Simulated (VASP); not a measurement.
A run of VASP 6.6.1 is set up as follows.

Contents of INCAR:

```
SYSTEM = Sc
ALGO = Fast
DIPOL = 0.5 0.5 0.493
EDIFF = 1E-7
ENCUT = 520
GGA = PE
IDIPOL = 3
ISIF = 2
ISMEAR = 0
LASPH = .True.
LCHARG = .True.
LDIPOL = .True.
LELF = .True.
LREAL = .False.
LVACPOTAV = .True.
LVHAR = .True.
LWAVE = .False.
NBANDS = 30
NELM = 80
PREC = Accurate
SIGMA = 0.1
```

The input KPOINTS:

```
k-points
0
Gamma
  9 6 1
  0 0 0
```

File POSCAR:

```
Sc
1.0
    3.3194739895      0.0000000000      0.0000000000
    0.0000000000      5.1626219083      0.0000000000
    0.0000000000      0.0000000000     17.8329984028
Sc
4
Direct
    0.0000000000      0.7500000000      0.3925307367
    0.5000000000      0.2500000000      0.4462653683
    0.5000000000      0.7500000000      0.5383018947
    0.0000000000      0.2500000000      0.5951487804
```

Potentials or basis: VASP PAW PBE potentials, release 64 (Sc_sv).

The run is started by

```bash
$ cat potpaw_PBE.64/Sc_sv/POTCAR > POTCAR
$ mpirun -np 1 vasp_std > vasp.out
```

(1) Estimate the band gap on the k mesh.

(2) Estimate the largest force.

(3) Estimate the work function of the lower face.

## Answers

(1) none (metal or under the smearing width).

(2) 0.226 eV/Å.

(3) 3.48 eV.
